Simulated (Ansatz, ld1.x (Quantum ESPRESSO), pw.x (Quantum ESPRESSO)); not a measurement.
## Which Sc potential is closest to all-electron in the fcc crystal?

All use PBE, scalar-relativistic, no spin, cutoffs from each file’s atomic test, pw.x 7.5; 12³ k-points, Fermi–Dirac smearing 0.01 Ry. Δ is the rms difference from all-electron LAPW of the E(V) curves that follow from fits to the pressures, over ±6 % in volume. Mesh and smearing are coarse and serve the comparison alone. The files are a selection: those with a ghost or negative overlap were mostly not run, and those with noisy or unconverged pressures or nearly equal Δ are left out.

All-electron: a0 = 4.633 Å (V0 = 24.86 Å³/atom), B0 = 50.8 GPa.

Rank them by Δ, smallest first.
A. norm-conserving Troullier–Martins (Kleinman–Bylander form), ld1.x (Quantum ESPRESSO) 7.5, PBE; core [Ar], reference 3d1 4s2 4p0; waves: 4p (bound, empty): rc 4.20 bohr; 3d (bound): rc 1.70 bohr; 4f channel at 0.45 Ry: rc 4.25 bohr; 4s (bound): rc 2.15 bohr; local part: the s channel; core correction: Bessel-smoothed model core inside 1.15 bohr.
B. norm-conserving Troullier–Martins (Kleinman–Bylander form), ld1.x (Quantum ESPRESSO) 7.5, PBE; core [Ar], reference 3d1 4s2 4p0; waves: 4s (bound): rc 2.85 bohr; 4p (bound, empty): rc 2.80 bohr; 3d (bound): rc 2.70 bohr; 4f channel at 0.45 Ry: rc 2.50 bohr; local part: all-electron potential smoothed inside 2.55 bohr (lloc = -1); core correction: a·sin(br)/r model core inside 1.15 bohr.
C. norm-conserving Troullier–Martins (Kleinman–Bylander form), ld1.x (Quantum ESPRESSO) 7.5, PBE; core [Ar], reference 3d1 4s2 4p0; waves: 4p (bound, empty): rc 3.85 bohr; 3d (bound): rc 2.85 bohr; 4s (bound): rc 2.70 bohr; local part: the s channel; core correction: a·sin(br)/r model core inside 1.95 bohr.

B (1.8 meV/atom), A (7.1 meV/atom), C (13.8 meV/atom).
